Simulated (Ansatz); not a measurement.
# One structure type, several compounds

Level of theory: Ansatz 0.2.0, DFT, PBE, all-electron LAPW, scalar-relativistic.

All compounds have space group Pm-3m with 1 atom in the primitive cell. V0, B0 and B0′ come from third-order Birch–Murnaghan fits to pressures at five volumes, with shape and internal coordinates held; prototypes and MP cells needn't be known phases. Spin-polarised runs start from parallel moments; other orders may lie lower.

Where the f shell is localised, expect the real compound to differ from this run without U.

Where a row has no spin, whether a magnetic state lies lower isn't shown here.

Spin–orbit coupling is left out, though it moves levels of the heavy atoms by tenths of an eV or more.

Cr: Cr 1a (0.000 0.000 0.000); sc type, relaxed by us; 16×16×16 mesh, smearing 0.05 eV; polarised, ending at 0.0 μB
Yb: Yb 1a (0.000 0.000 0.000); sc type, relaxed by us; 10×10×10 mesh, smearing 0.05 eV; no spin
Ba: Ba 1a (0.000 0.000 0.000); sc type, relaxed by us; 13×13×13 mesh, smearing 0.05 eV; no spin
Rh: Rh 1a (0.000 0.000 0.000); sc type, relaxed by us; 14×14×14 mesh, smearing 0.08 eV; no spin
Tl: Tl 1a (0.000 0.000 0.000); sc type, relaxed by us; 13×13×13 mesh, smearing 0.08 eV; no spin
Ca: Ca 1a (0.000 0.000 0.000); sc type, relaxed by us; 13×13×13 mesh, smearing 0.05 eV; no spin

| compound | V0 (Å³/atom) | B0 (GPa) | B0′ | cell moment (μB) |
| --- | --- | --- | --- | --- |
| Cr | 12.82 | 191 | 4.2 | 0.0 |
| Yb | ? | 10 | 2.5 | – |
| Ba | 61.57 | 7 | 3.6 | – |
| Rh | 16.31 | ? | 5.1 | – |
| Tl | ? | 22 | 5.3 | – |
| Ca | 43.64 | 11 | 3.0 | – |

**Question.** What belongs in the row "Rh", column "B0 (GPa)"?

**Answer.** 183.

**Question.** Give the missing entry: row "Tl", column "V0 (Å³/atom)".

**Answer.** 34.39.

**Question.** Give the missing entry: row "Yb", column "V0 (Å³/atom)".

**Answer.** 38.91.
